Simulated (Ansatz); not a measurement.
# Si: the cost of one run

Program: Ansatz 0.2.0. Level of theory: DFT LDA, scalar-relativistic, plane waves, PAW. These are calculated values, not measurements.

## 1. The system as given

It takes space group C2/m (No. 12, monoclinic). The conventional cell has a = 13.829 Å, b = 3.846 Å, c = 6.333 Å, α = 90.00°, β = 96.77°, γ = 90.00°. Around Si (site symmetry m) lie 4 Si at 2.34 to 2.38 Å. Si (site symmetry m) is surrounded by 4 Si at 2.38 to 2.41 Å. Si (site symmetry m) is surrounded by 4 Si at 2.32 to 2.34 Å. Si (site symmetry m) is surrounded by 4 Si at 2.32 to 2.41 Å.

As a file:

```
CELL_PARAMETERS angstrom
6.91427 -1.92297 0.00000
6.91427 1.92297 0.00000
-0.74687 0.00000 6.28881
ATOMIC_POSITIONS crystal
Si 0.05553 0.05553 0.87396
Si 0.94447 0.94447 0.12604
Si 0.55900 0.55900 0.65340
Si 0.44100 0.44100 0.34660
Si 0.21274 0.21274 0.05731
Si 0.78726 0.78726 0.94269
Si 0.72711 0.72711 0.58558
Si 0.27289 0.27289 0.41442
```

Source of the structure: the Materials Project (structure only).

(A quick probe on a coarse mesh, which set the mesh and smearing, is not shown.)

## 3. Full relaxation

File input.yaml:

```yaml
crystal:
  lattice:
    - [6.9142654484, -1.922965415, 0.0]
    - [6.9142654484, 1.922965415, 0.0]
    - [-0.7468658507, 0.0, 6.2888139324]
  atoms:
    - { symbol: Si, position: [0.05552936, 0.05552936, 0.87396351] }
    - { symbol: Si, position: [0.94447064, 0.94447064, 0.12603649] }
    - { symbol: Si, position: [0.55899935, 0.55899935, 0.65339544] }
    - { symbol: Si, position: [0.44100065, 0.44100065, 0.34660456] }
    - { symbol: Si, position: [0.21274266, 0.21274266, 0.05730781] }
    - { symbol: Si, position: [0.78725734, 0.78725734, 0.94269219] }
    - { symbol: Si, position: [0.72710933, 0.72710933, 0.58557765] }
    - { symbol: Si, position: [0.27289067, 0.27289067, 0.41442235] }
basis:
  ecutwfc: 420
kpoints:
  mp_grid: { grid: [10, 10, 6] }
hamiltonian:
  xc: lda
scf:
  occupations: { method: gaussian, width: 0.01 }
output:
  forces: true
  stress: true
  eigenvalues: true
  write_density: true
  write_potential: true
  elf: true
  volumetric_format: npy
relax:
  adjacent_minimum: "off"
  f_tol: 0.005
  max_steps: 80
  cell: { stress_tol: 0.05 }
```

On the command line:

```sh
$ ansatz run input.yaml --threads 2 --pin off --max-ram 5120MiB --backend cpu --events-out ev --progress --plain --runs-dir out
```

Q: Estimate wall time and peak memory on 2 threads of Intel Xeon 6975P-C (Granite Rapids), shared host.

About 42 s, with a peak of 0.85 GiB.
